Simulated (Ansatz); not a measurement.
NaI (rocksalt), relaxed with r2SCAN in Ansatz 0.2.0. Space group Fm-3m (No. 225), cubic; conventional cell a = 6.459 Å, 33.69 Å³ an atom. Around Na lie 6 I at 3.23 Å; around I lie 6 Na at 3.23 Å.

The axes x, y and z are those of this cell:
```
Na I
1.0
     0.00000    3.22972    3.22972
     3.22972    0.00000    3.22972
     3.22972    3.22972    0.00000
Na I
1 1
Direct
  0.00000 0.00000 0.00000
  0.50000 0.50000 0.50000
```

Unstrained: PBE gives a direct gap of 3.661 eV at Γ. r2SCAN gives a direct gap of 4.449 eV at Γ. The HSE06 gap is direct at Γ: 4.692 eV. Meshes: PBE 8×8×8, r2SCAN 8×8×8, HSE06 6×6×6. Strains are changes of length per length. After each strain the atoms were relaxed again with r2SCAN within the symmetry that the strain leaves, so tilts or polar shifts that break it weren't tested; points keep the names that they have in the unstrained zone. Spin-unpolarised throughout; all numbers are computed.

Q: One strain changed the r2SCAN stress by xx +0.92, yy +0.92, zz -0.02 GPa (compression positive) and the gap by +0.065 eV (PBE), +0.078 eV (r2SCAN), +0.070 eV (HSE06). Which kind of strain was it, and roughly how large?

A: Epitaxial -2.0 % in the xy plane, free normal strain +1.00 %. The pattern of the stress gives the kind; the size needs the stiffness, so it is an estimate.

Q: One strain changed the r2SCAN stress by xx +0.43, yy +0.43, zz -0.02 GPa (compression positive) and the gap by +0.030 eV (PBE), +0.036 eV (r2SCAN), +0.033 eV (HSE06). Which kind of strain was it, and roughly how large?

A: Epitaxial -1.0 % in the xy plane, free normal strain +0.50 %. The pattern of the stress gives the kind; the size needs the stiffness, so it is an estimate.

Q: Estimate what epitaxial -2.5 % in the plane normal to [111], free normal strain +2.14 % does to the gap.

A: PBE: the gap goes from 3.661 to 3.650 eV (-0.011 eV); with r2SCAN the top three valence levels at Γ, degenerate before, become 2+1 from the top over 232 meV. r2SCAN: the gap goes from 4.449 to 4.444 eV (-0.005 eV). HSE06: the gap goes from 4.692 to 4.683 eV (-0.009 eV). The r2SCAN energy rises by 4.3 meV an atom.

Q: Estimate what isotropic +2.0 % on every length does to the gap.

A: PBE: the gap goes from 3.661 to 3.509 eV (-0.152 eV). r2SCAN: the gap goes from 4.449 to 4.274 eV (-0.175 eV). HSE06: the gap goes from 4.692 to 4.527 eV (-0.165 eV). The r2SCAN energy rises by 5.9 meV an atom.

Q: Estimate what uniaxial +4.0 % along [111], other directions held does to the gap.

A: PBE: the gap goes from 3.661 to 3.491 eV (-0.170 eV); with r2SCAN the top three valence levels at Γ, degenerate before, become 2+1 from the top over 177 meV. r2SCAN: the gap goes from 4.449 to 4.259 eV (-0.190 eV). HSE06: the gap goes from 4.692 to 4.509 eV (-0.183 eV). The r2SCAN energy rises by 4.4 meV an atom.

Spin-orbit coupling is left out, which matters wherever the heavy atoms make up the band edges.

The meshes of the hybrids are coarse, so their gaps aren't converged to the digits shown.

The splittings at Γ are without spin-orbit coupling, which regroups them where it is of like size or larger.
